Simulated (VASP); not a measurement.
**BeS in VASP: how settings move the PBEsol single point**

Aim: see what changed inputs do to the PBEsol single point of zincblende BeS.

Code: VASP 6.6.1. PAW datasets, plane waves. Spin-unpolarised throughout; all numbers are computed.

### 1 The structure to begin with

The cell comes from an earlier relaxation with r2SCAN in another program.

Space group F-43m (No. 216), cubic; a = 4.869 Å in the conventional setting, 14.43 Å³ an atom. Be has 4 S at 2.11 Å; S has 4 Be at 2.11 Å.

Coordinates:

```cif
data_structure
_symmetry_space_group_name_H-M 'P 1'
_symmetry_Int_Tables_number 1
_cell_length_a 3.4426
_cell_length_b 3.4426
_cell_length_c 3.4426
_cell_angle_alpha 60.000
_cell_angle_beta 60.000
_cell_angle_gamma 60.000
_cell_volume 28.85
loop_
_atom_site_label
_atom_site_type_symbol
_atom_site_fract_x
_atom_site_fract_y
_atom_site_fract_z
_atom_site_occupancy
Be1 Be 0.00000 0.00000 0.00000 1
S1 S 0.25000 0.25000 0.25000 1
```

### 2 Reference

The input, INCAR:

```
ENCUT = 520.000000
SIGMA = 0.010000
EDIFF = 1.00e-07
GGA = PS
PREC = Accurate
IBRION = -1
ISIF = 2
ISMEAR = 0
NBANDS = 11
NELM = 120
NSW = 0
LASPH = .TRUE.
LCHARG = .FALSE.
LWAVE = .FALSE.
LREAL = .FALSE.
```

The input, KPOINTS:

```
KPOINTS created by Atomic Simulation Environment
0
Gamma
10 10 10
0 0 0
```

The input, POSCAR:

```
Be S
 1.0000000000000000
     0.0000000000000000    2.4343062285926913    2.4343062285926913
     2.4343062285926913    0.0000000000000000    2.4343062285926913
     2.4343062285926913    2.4343062285926913    0.0000000000000000
 Be  S
   1   1
Cartesian
  0.0000000000000000  0.0000000000000000 -0.0000000000000000
  1.2171531142963457  1.2171531142963457  1.2171531142963457
```

A file KPOINTS_OPT adds named points for the levels; it doesn't enter the self-consistent loop.

Potentials: the recommended PBE PAW datasets, 8 valence electrons.

Run with:

```
mpirun -np 1 vasp_std
```

### 3 Altered input 1

The input, INCAR:

```
ENCUT = 520.000000
EDIFF = 1.00e-07
GGA = PS
IBRION = -1
ISIF = 2
NBANDS = 11
NELM = 120
NSW = 0
LASPH = .TRUE.
LCHARG = .FALSE.
LWAVE = .FALSE.
LREAL = .FALSE.
PREC = Medium
ISMEAR = -1
SIGMA = 0.5
ADDGRID = .TRUE.
```

KPOINTS is that of step 2.

POSCAR is that of step 2.

### 4 Altered input 2

The input, INCAR:

```
ENCUT = 520.000000
SIGMA = 0.010000
EDIFF = 1.00e-07
GGA = PS
IBRION = -1
ISIF = 2
ISMEAR = 0
NBANDS = 11
NSW = 0
LASPH = .TRUE.
LCHARG = .FALSE.
LWAVE = .FALSE.
LREAL = .FALSE.
ADDGRID = .TRUE.
PREC = Single
NELM = 54
```

KPOINTS is that of step 2.

POSCAR is that of step 2.

Q: Predict the outcome of this session. Wanted: for each run, changed; ending; energy change; pressure; electronic steps; usable.

As calculated:

| run | changed | ending | energy change (meV/atom) | pressure (GPa) | gap on the mesh (eV; negative: overlap) | electronic steps | time | usable |
| --- | --- | --- | --- | --- | --- | --- | --- | --- |
| ref. | – | converged | 0 | -1.6 | 2.95 | 13 | 7.5 s | yes |
| 1 | PREC = Medium, ISMEAR = -1, SIGMA = 0.5, ADDGRID = .TRUE. | converged | 7.4 | -1.6 | 2.96 | 13 | 3.7 s | no |
| 2 | ADDGRID = .TRUE., PREC = Single, NELM = 54 | converged | 0.0 | -1.6 | 2.95 | 13 | 6.6 s | yes |

What this shows: Of 2 altered inputs, 1 ended normally on a faulty or unsound input, 1 gave usable results.
